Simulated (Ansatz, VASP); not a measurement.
**One calculation of BN, two programs**

```xyz
4
Lattice="2.5122 0.0000 0.0000 -1.2561 2.1756 0.0000 0.0000 0.0000 8.3695" Properties=species:S:1:pos:R:3 pbc="T T T"
B     0.0000    1.4504    2.0924
B     1.2561    0.7252    6.2771
N     0.0000    1.4504    6.2771
N     1.2561    0.7252    2.0924
```

Alike in both runs: functional PBE; k mesh 12 × 12 × 4; occupations gaussian, width 0.02 eV; no spin polarisation.

Ansatz relaxed the structure, and its values are those at the end. VASP's run is a single point on that final structure, the one shown.

|  | VASP | Ansatz |
| --- | --- | --- |
| version | VASP 6.6.1 | Ansatz 0.2.0 |
| potentials or method | VASP PAW PBE potentials, release 64 (B, N) | scalar-relativistic, plane waves, PAW |
| plane-wave cutoff (eV) | 520 | 420 |
| valence electrons in the cell | 16 | 16 |

VASP gave:

| Item | Value |
| --- | --- |
| gap on the k mesh at the Fermi level (eV) | 4.39 |
| least direct gap on the mesh (eV) | 4.66 |
| pressure (GPa) | 0.1 |

Question: What did Ansatz give for the same quantities?

Answer: gap on the k mesh at the Fermi level (eV): 4.39; least direct gap on the mesh (eV): 4.66; pressure (GPa): 0.0.

With one functional, cell and mesh, what is left measures potentials, basis and numerics.

Caveats: this functional lacks dispersion, which binds the layers, so the pressure and a relaxed spacing across them are unreliable. As with any semilocal functional, this PBE gap is likely too small. A k mesh can miss the band edges.
